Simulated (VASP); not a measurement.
Wanted: the native input for a VASP 6.6.1 run.

| Property | Result |
| --- | --- |
| Task | single point |
| Functional | PBE |
| Dispersion | D3(BJ) |
| Potentials or basis | VASP PAW PBE potentials, release 64 (Al, H) |
| Cutoff | 520 eV |
| k mesh | 1 × 1 × 1 |
| Occupations | gaussian, width 0.15 eV |
| Spin | no spin polarisation |
| Dipole correction | no |
| Further INCAR settings | LREAL = Auto; ALGO = Fast; EDIFF = 1e-06; NBANDS = 70 |

The structure of Al32H (a cell with a defect) lies in POSCAR:

```
Al32H
1.0
    8.1000000000      0.0000000000      0.0000000000
    0.0000000000      8.1000000000      0.0000000000
    0.0000000000      0.0000000000      8.1000000000
Al H
32 1
Direct
    0.5009127160     -0.0009134568      0.0009135802
    0.7499845679      0.2499982716      0.0005504938
    0.7499887654      0.0044707407      0.2500055556
   -0.0009165432     -0.0009151852      0.0009161728
    0.2499983951      0.2500003704      0.0000997531
    0.5009129630      0.5009138272      0.0009139506
    0.7499888889      0.7500006173     -0.0045276543
    0.2500274074     -0.0005288889      0.2500075309
    0.5004959259      0.2499981481      0.2500072840
    0.7499887654      0.4955149383      0.2500055556
    0.5009103704     -0.0009104938      0.4990893827
    0.7499849383      0.2499981481      0.4994856790
    0.7499848148     -0.0005295062      0.7499864198
   -0.0009165432      0.5009154321      0.0009160494
    0.2500265432      0.7500008642      0.0005497531
   -0.0005686420      0.2499983951      0.2500076543
    0.2500271605      0.5005341975      0.2500075309
    0.4956159259      0.7500006173      0.2500056790
   -0.0009156790     -0.0009150617      0.4990854321
    0.2499977778      0.2500003704      0.4999087654
    0.5009107407      0.5009109877      0.4990888889
    0.7499886420      0.7500006173      0.5044301235
    0.2499980247     -0.0000949383      0.7500009877
    0.5000862963      0.2500004938      0.7500013580
    0.7499848148      0.5005348148      0.7499865432
    0.0045798765      0.7500006173      0.2500054321
   -0.0009159259      0.5009153086      0.4990853086
    0.2500280247      0.7500008642      0.4994864198
   -0.0001034568      0.2500003704      0.7500007407
    0.2499981481      0.5000961728      0.7500009877
    0.5004956790      0.7500008642      0.7499856790
   -0.0005685185      0.7500008642      0.7499871605
    0.7514266667      0.7498959259      0.2492898765
```

The cell was built by a generator and needn't be a form met in nature.

These files were run (other wordings do the same):

INCAR

```
SYSTEM = Al32H
PREC = Accurate ; ENCUT = 520
EDIFF = 1E-6 ; ISMEAR = 0
SIGMA = 0.15 ; LREAL = Auto
LASPH = .True. ; NELM = 100
ALGO = Fast ; ISIF = 2
LWAVE = .False. ; LCHARG = .False.
GGA = PE ; IVDW = 12
NBANDS = 70
```

KPOINTS

```
regular mesh
0
Gamma
  1 1 1
  0 0 0
```

Potentials or basis: VASP PAW PBE potentials, release 64 (Al, H).

Launch:

```bash
$ cat potpaw_PBE.64/Al/POTCAR potpaw_PBE.64/H/POTCAR > POTCAR
$ mpirun -np 1 vasp_gam > vasp.out
```

It gave:

```json
{"Pressure": "-7.1 GPa", "Largest force": "0.221 eV/Å", "Band gap on the k mesh": "none (metal or under the smearing width)", "Dispersion energy per atom": "-0.328 eV"}
```

It took 58 s on 1 thread of Intel(R) Xeon(R) Platinum 8488C (Sapphire Rapids) (shared host), peak memory 0.47 GiB.
